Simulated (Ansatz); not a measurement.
**Ti: predicting SCF behaviour**

The cell (1 atom) is Ti as an experimental structure (space group Im-3m). Source: COD entry 9012924; the sample's temperature and pressure aren't taken into account, and it need not be the stable phase.

```yaml
crystal:
  lattice:
    - [-1.64100, 1.64100, 1.64100]
    - [1.64100, -1.64100, 1.64100]
    - [1.64100, 1.64100, -1.64100]
  atoms:
    - { symbol: Ti, position: [0.00000, 0.00000, 0.00000] }
```

Numbers behind element symbols give the atom's place in this list.

Computed with Ansatz, DFT, PBE, PAW, plane waves, scalar-relativistic.

```
Plane-wave cutoff : 420 eV
k-point mesh      : 11×11×11 (Γ-centred)
Occupations       : Fermi–Dirac smearing, 0.05 eV
Spin              : off
```

The starting density is a sum of atomic densities corrected by a trained network, so it is already close to self-consistency.

Default run: converged in 6 iterations, with no gap on the k-mesh. The search for lower states is off, and runs that name a mixer don't switch to direct minimisation.

Question: Outcome with linear mixing, β 0.2, no preconditioner (limit 60 iterations)?

Answer: Converged in 17 iterations: the same free energy.

Question: Change to MSR1 mixing, preconditioner Resta (limit 60 iterations). Does it converge, and to what?

Answer: Converged in 6 iterations: the same free energy, Resta's filter was dropped, as the levels read as a metal's, so the mixing went unfiltered.

Question: Outcome with linear mixing, β 0.7, Kerker (limit 60 iterations)?

Answer: Converged in 7 iterations: the same free energy.

Question: What happens with cutoff 600 eV?

Answer: Converged in 6 iterations: free energy shifted by -1.1 meV/atom.

Question: What happens with Broyden, β 0.7, preconditioner Kerker (limit 60 iterations)?

Answer: Converged in 5 iterations: the same free energy.

Question: Rank these settings by the iterations they needed, fewest first.
A. linear mixing, β 0.7, Kerker
B. default SCF settings
C. linear mixing, β 0.2, no preconditioner
D. linear mixing, β 0.1, no preconditioner
E. Broyden, β 0.7, preconditioner Kerker

Answer: E (5), B (6), A (7), C (17), D (34).
